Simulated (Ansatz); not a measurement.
# As: levels along high-symmetry lines

```xyz
1
Lattice="-1.6840 1.6840 1.6840 1.6840 -1.6840 1.6840 1.6840 1.6840 -1.6840" Properties=species:S:1:pos:R:3 pbc="T T T"
As    0.0000    0.0000    0.0000
```

The cell was built from the bcc type and relaxed in the same program, and has space group Im-3m; it needn't be a known or the stable phase.

Method: DFT, PBE, all-electron LAPW, scalar-relativistic (Ansatz 0.2.0).

The runs use a Γ-centred 16×16×16 k mesh, Fermi–Dirac smearing of 0.05 eV, basis error target 0.25 meV/atom, no spin polarisation.

Points in fractions of the reciprocal vectors of this cell: Γ (0, 0, 0), H (0.5, -0.5, 0.5), N (0, 0, 0.5), P (0.25, 0.25, 0.25). The path joins them by straight lines in the order Γ–H–N–Γ–P–H–P–N; legs that retrace an earlier one aren't tabulated. Energies are in eV from the Fermi level.

(1) Is there a gap?

(2) List the levels between -8 and 3.5 eV at the symmetry points.

Results:

(1) none: with an odd electron count and no spin polarisation the bands can't all be full, a metal in this set-up (spin order or a larger cell could open a gap).

(2) 
Γ: none in this range
H: -6.60, -2.13 (×3)
N: -6.37, 2.02
P: -3.11 (×3)
